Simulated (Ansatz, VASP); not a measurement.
One calculation of Sb, two programs

INCAR

```
  PREC = Accurate
  ENCUT = 520
  EDIFF = 1E-6
  ISMEAR = -1
  SIGMA = 0.1
  LREAL = F
  LASPH = T
  NELM = 60
  ALGO = Normal
  ISIF = 2
  LWAVE = F
  LCHARG = T
  GGA = CA
  LELF = T
  LVHAR = T
  NBANDS = 8
```

Contents of KPOINTS:

```
regular mesh
0
Gamma
  16 16 16
```

File POSCAR:

```
Sb
1.0
   -1.8542987026      1.8542987026      1.8542987026
    1.8542987026     -1.8542987026      1.8542987026
    1.8542987026      1.8542987026     -1.8542987026
Sb
1
Direct
    0.0000000000      0.0000000000      0.0000000000
```

Input for Ansatz:

```yaml
crystal:
  lattice:
    - [-1.85429870265, 1.85429870265, 1.85429870265]
    - [1.85429870265, -1.85429870265, 1.85429870265]
    - [1.85429870265, 1.85429870265, -1.85429870265]
  atoms:
    - { symbol: Sb, position: [0.0, 0.0, 0.0] }
kpoints:
  mp_grid: { grid: [16, 16, 16] }
scf:
  occupations: { method: fermi_dirac, width: 0.1 }
hamiltonian:
  xc: lda
  pseudopotentials: { kind: all_electron, lapw: { basis_error: 0.001 } }
output:
  forces: true
  stress: true
  eigenvalues: true
  eigenstates:
    nscf_kmesh: { grid: [24, 24, 24] }
    de_dk: true
    e_range: [-14, 14]
  optics:
    e_range: [0, 30]
    de: 0.2
    sigma: 0.25
    bands: { spectra_wanted_up_to: 30 }
    nscf_kmesh: { grid: [24, 24, 24] }
    drude_damping: 0.05
checkpoint:
  write: ck
  write_wavefunctions: false
```

This isn't the form of Sb at room conditions, which is rhombohedral.

Alike in both runs: task single point; functional LDA; k mesh 16 × 16 × 16; occupations fermi-dirac, width 0.1 eV; no spin polarisation.

|  | VASP | Ansatz |
| --- | --- | --- |
| version | VASP 6.6.1 | Ansatz 0.2.0 |
| potentials or method | VASP PAW LDA potentials, release 64 (Sb) | all-electron LAPW, scalar-relativistic |
| plane-wave cutoff (eV) | 520 | see its input |

|  | VASP | Ansatz | Ansatz less VASP |
| --- | --- | --- | --- |
| pressure (GPa) | 0.1 | 0.0 | -0.09 |

Ansatz ran all-electron here, so the differences hold the error of VASP's frozen core and of both bases. Ansatz warned: «optics_on_partly_filled_bands».

The runs have no spin-orbit coupling, so splittings on Sb are missing.
